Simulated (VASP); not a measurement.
Set up this calculation in VASP 6.6.1, as the native input.

```
Task                   : single point
Functional             : PBE
Potentials or basis    : VASP PAW PBE potentials, release 64 (Ni)
Cutoff                 : 520 eV
k mesh                 : 10 × 10 × 6
Occupations            : gaussian, width 0.05 eV
Spin                   : collinear spin, typed start
Starting moments       : [0.8, 0.8] μB
Dipole correction      : no
Further INCAR settings : ALGO = Fast; EDIFF = 1e-06; NBANDS = 21
```

The structure of Ni lies in POSCAR:

```
Ni
1.0
    2.4865536879      0.0000000000      0.0000000000
   -1.2432768440      2.1534186616      0.0000000000
    0.0000000000      0.0000000000      4.0809125270
Ni
2
Direct
    0.3333333333      0.6666666667      0.7500000000
    0.6666666667      0.3333333333      0.2500000000
```

The cell was built by a generator and needn't be a form met in nature.

The input as run:

INCAR

```
SYSTEM = Ni
  ALGO = Fast
  EDIFF = 1E-6
  ENCUT = 520
  GGA = PE
  ISIF = 2
  ISMEAR = 0
  ISPIN = 2
  LASPH = .TRUE.
  LCHARG = .FALSE.
  LMAXMIX = 4
  LORBIT = 11
  LREAL = .FALSE.
  LWAVE = .FALSE.
  MAGMOM = 0.8 0.8
  NBANDS = 21
  NELM = 150
  PREC = Accurate
  SIGMA = 0.05
```

KPOINTS

```
k-points
0
G
  10 10 6
  0 0 0
```

Potentials or basis: VASP PAW PBE potentials, release 64 (Ni).

The run is started by

```bash
$ cat potpaw_PBE.64/Ni/POTCAR > POTCAR
$ mpirun -np 1 vasp_std > vasp.out
```

Results of the run:

| Property | Result |
| --- | --- |
| Pressure | 0.0 GPa |
| Band gap on the k mesh | none (metal or under the smearing width) |
| Net moment | 1.35 μB per cell |
| Site moments | Ni +0.69 μB |
| Valence electrons inside the program's atomic spheres | Ni 9.30 |

Run time: 36 s on 1 thread of AMD EPYC 7R13 Processor (Zen 3), with other jobs on the host, peak memory 0.13 GiB.
